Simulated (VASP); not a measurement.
Crystal: MgSi.

```xyz
2
Lattice="2.9084 0.0000 0.0000 0.0000 2.9084 0.0000 0.0000 0.0000 4.1034" Properties=species:S:1:pos:R:3 pbc="T T T"
Si    1.4542    1.4542    2.0517
Mg    0.0000    0.0000    0.0000
```

The cell comes from a database or a generator and needn't be the stable form of this composition.

| Quantity | Value |
| --- | --- |
| Program | VASP 6.6.1 |
| Task | relaxation of cell and atoms |
| Functional | LDA |
| Potentials or basis | VASP PAW LDA potentials, release 64 (Si, Mg) |
| Cutoff | 600 eV |
| k mesh | 8 × 8 × 6 |
| Occupations | fermi-dirac, width 0.05 eV |
| Spin | no spin polarisation |

At the start: pressure -4.0 GPa; volume 17.35 Å³/atom.

**Question.** Where does the relaxation end?

**Answer.** Over 3 steps the energy falls by 16.0 meV/atom and the volume is 16.36 Å³/atom (-5.8 %); space group P4/mmm (No. 123, to 0.05 Å).

The path:
| step | energy change (eV) | largest force (eV/Å) | pressure (GPa) | volume (Å³) |
| --- | --- | --- | --- | --- |
| 1 | 0.0000 | 0.0000 | -3.97 | 34.71 |
| 2 | -0.0319 | 0.0000 | 0.33 | 32.59 |
| 3 | -0.0321 | 0.0000 | 0.04 | 32.71 |

Final structure:
```cif
data_structure
_symmetry_space_group_name_H-M 'P 1'
_symmetry_Int_Tables_number 1
_cell_length_a 2.8707
_cell_length_b 2.8707
_cell_length_c 3.9695
_cell_angle_alpha 90.000
_cell_angle_beta 90.000
_cell_angle_gamma 90.000
_cell_volume 32.71
loop_
_atom_site_label
_atom_site_type_symbol
_atom_site_fract_x
_atom_site_fract_y
_atom_site_fract_z
_atom_site_occupancy
Si1 Si 0.50000 0.50000 0.50000 1
Mg1 Mg 0.00000 0.00000 0.00000 1
```
